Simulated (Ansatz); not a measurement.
## BaTiO3: band structure with HSE06

Crystal: BaTiO3.

```
CELL_PARAMETERS angstrom
2.82737 1.63238 2.31839
-2.82737 1.63238 2.31839
0.00000 -3.26476 2.31839
ATOMIC_POSITIONS crystal
Ba 0.00000 0.00000 0.00000
Ti 0.48450 0.48450 0.48450
O 0.50860 0.01750 0.50860
O 0.01750 0.50860 0.50860
O 0.50860 0.50860 0.01750
```

```yaml
Program: Ansatz 0.2.0
Task: band structure
Functional: HSE06
Potentials_or_basis: Ansatz PAW
Cutoff: "420 eV (not typed: the program's choice for these potentials)"
k_mesh: 6 × 6 × 6
Occupations: fermi-dirac, width 0.05 eV
Spin: no spin polarisation
Path: "[[\"G\", \"L\", \"B1\"], [\"B\", \"Z\", \"G\", \"X\"], [\"Q\", \"F\", \"P1\", \"Z\"], [\"L\", \"P\"]]"
Points_for_each_segment_of_the_path: 4
```

The pressure is -0.2 GPa. The largest force is 0.144 eV/Å, the band gap on the k mesh is 3.89 eV, indirect (least direct gap 4.25 eV) and the band gap along the path is 3.89 eV, indirect (least direct gap 4.25 eV).

Forces in eV/Å, atoms in the order of the input:
```
Ba   0.000  0.000 -0.144
Ti   0.000  0.000 -0.115
O   -0.092  0.053  0.086
O    0.092  0.053  0.086
O    0.000 -0.106  0.086
```

Stress tensor (GPa, compression positive):
```
-0.33  0.00  0.00
 0.00 -0.33  0.00
 0.00  0.00 -0.08
```

Levels at the corners of the path, in eV from the valence-band top:
```tsv
point	band 18	band 19	band 20	band 21	band 22	band 23
Γ	-0.47	-0.36	-0.36	3.89	3.89	4.03
L	-1.69	-0.98	-0.87	4.06	5.46	5.56
B1	-0.01	-0.01	0.00	6.10	6.27	6.27
B	-0.01	-0.01	0.00	6.10	6.27	6.27
Z	-0.01	-0.01	0.00	6.10	6.27	6.27
Γ	-0.47	-0.36	-0.36	3.89	3.89	4.03
X	-0.91	-0.87	-0.06	5.56	5.56	5.98
Q	-0.91	-0.87	-0.06	5.56	5.56	5.98
F	-0.91	-0.87	-0.06	5.56	5.56	5.98
P1	-0.01	-0.01	0.00	6.10	6.27	6.27
Z	-0.01	-0.01	0.00	6.10	6.27	6.27
L	-1.69	-0.98	-0.87	4.06	5.46	5.56
P	-0.01	-0.01	0.00	6.10	6.27	6.27
```

Run time: 2.1 min on 1 × NVIDIA H100 80GB HBM3 with 2 threads of AMD EPYC 7R13 Processor (Zen 3) (shared host), peak memory 4.3 GiB.

Caveat: the pressure holds a Pulay correction of +0.4 GPa for the finite cutoff; spin-orbit coupling is left out, which moves the levels of the heavy elements; the PAW data sets come from PBE, with cores solved anew for the run's functional, which leaves a small shift of forces and pressure; the thresholds are loose for stress.
